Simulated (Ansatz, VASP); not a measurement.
**Two plane-wave programs on SiO2**

Contents of POSCAR:

```
SiO2
1.0
    3.8505735901      0.0000000000      0.0000000000
    0.0000000000      3.8505735901      0.0000000000
    0.0000000000      0.0000000000      2.7754947722
Si O
2 4
Direct
    0.5000000000      0.5000000000      0.5000000000
    0.0000000000      0.0000000000      0.0000000000
    0.6938852014      0.6938852014      0.0000000000
    0.1938852014      0.8061147986      0.5000000000
    0.3061147986      0.3061147986      0.0000000000
    0.8061147986      0.1938852014      0.5000000000
```

Contents of INCAR.step1:

```
PREC = Accurate
ENCUT = 520
ISMEAR = 0
SIGMA = 0.05
LREAL = False
LASPH = True
NELM = 100
NBANDS = 25
GGA = PE
ALGO = Normal
EDIFF = 1E-4
LWAVE = True
LCHARG = False
```

Contents of INCAR.step2:

```
PREC = Accurate
ENCUT = 520
EDIFF = 1E-7
ISMEAR = 0
SIGMA = 0.05
LREAL = False
LASPH = True
NELM = 100
ALGO = Normal
ISIF = 2
LWAVE = False
LCHARG = True
METAGGA = R2SCAN
LMIXTAU = True
LELF = True
LVHAR = True
NBANDS = 25
ISTART = 1
```

The input KPOINTS:

```
Automatic mesh
0
Gamma
  6 6 8
```

Input for Ansatz:

```yaml
crystal:
  lattice:
    - [3.8505735901, 0.0, 0.0]
    - [0.0, 3.8505735901, 0.0]
    - [0.0, 0.0, 2.7754947722]
  atoms:
    - { symbol: Si, position: [0.5, 0.5, 0.5] }
    - { symbol: Si, position: [0.0, 0.0, 0.0] }
    - { symbol: O, position: [0.6938852014, 0.6938852014, 0.0] }
    - { symbol: O, position: [0.1938852014, 0.8061147986, 0.5] }
    - { symbol: O, position: [0.3061147986, 0.3061147986, 0.0] }
    - { symbol: O, position: [0.8061147986, 0.1938852014, 0.5] }
basis:
  ecutwfc: 500
kpoints:
  mp_grid: { grid: [6, 6, 8] }
hamiltonian:
  xc: r2scan
scf:
  occupations: { method: gaussian, width: 0.05 }
output:
  forces: true
  stress: true
  eigenvalues: true
  write_density: true
  write_potential: true
  elf: true
  volumetric_format: npy
```

Change from the starting cell: strain -0.080 along x and y, +0.040 along z, atoms carried along.

Alike in both runs: task single point; functional r2SCAN; k mesh 6 × 6 × 8; occupations gaussian, width 0.05 eV; no spin polarisation.

```csv
,VASP,Ansatz
version,VASP 6.6.1,Ansatz 0.2.0
potentials or method,"VASP PAW PBE potentials, release 64 (Si, O)","scalar-relativistic, plane waves, PAW"
plane-wave cutoff (eV),520,500
valence electrons in the cell,32,32
```

Ansatz gave:

| Quantity | Value |
| --- | --- |
| gap on the k mesh at the Fermi level (eV) | 6.53 |
| least direct gap on the mesh (eV) | 6.53 |
| pressure (GPa) | 52.2 |
| largest component of the traceless stress (GPa) | 40.81 |
| rms of the force components (eV/Å) | 0.493 |

Task: Estimate VASP's values.

Result: gap on the k mesh at the Fermi level (eV): 6.49; least direct gap on the mesh (eV): 6.49; pressure (GPa): 52.9; largest component of the traceless stress (GPa): 40.68; rms of the force components (eV/Å): 0.483.

Atom by atom the forces differ by 0.010 eV/Å (rms over components).

Caveats: so large a pressure means that the cell lies far from this level's equilibrium, or that cutoff or potentials fall short (VASP); the potentials were made for another functional, which shifts forces and pressure (VASP). A k mesh can miss the band edges.
